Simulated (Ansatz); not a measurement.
Runs of Ansatz 0.2.0 on CsSnI3. It takes space group Pm-3m (No. 221, cubic). Conventional cell: a = 6.206 Å, b = 6.206 Å, c = 6.206 Å, α = 90.00°, β = 90.00°, γ = 90.00°. Cs (site symmetry m-3m) is surrounded by 12 I at 4.39 Å. I (site symmetry 4/mmm) is surrounded by 2 Sn at 3.10 Å. Around Sn (site symmetry m-3m) lie 6 I at 3.10 Å. 

```csv
level,cutoff (eV),pressure (GPa)
LDA,420,-1.6
r2SCAN,500,0.0
BLYP,420,2.0
PBE,420,(b)
PBEsol,420,(a)
```

Alike in all rows: task band structure; potentials or basis Ansatz PAW; no spin polarisation; cell as given; k mesh 5 × 5 × 5; smearing fermi-dirac 0.05 eV.

Fill in the values left out.

(a) -0.7; (b) 0.5.

Caveats: the cell was measured hot, at 500 K; the PAW data sets come from PBE, with cores solved anew for the run's functional, which leaves a small shift of forces and pressure (some runs).
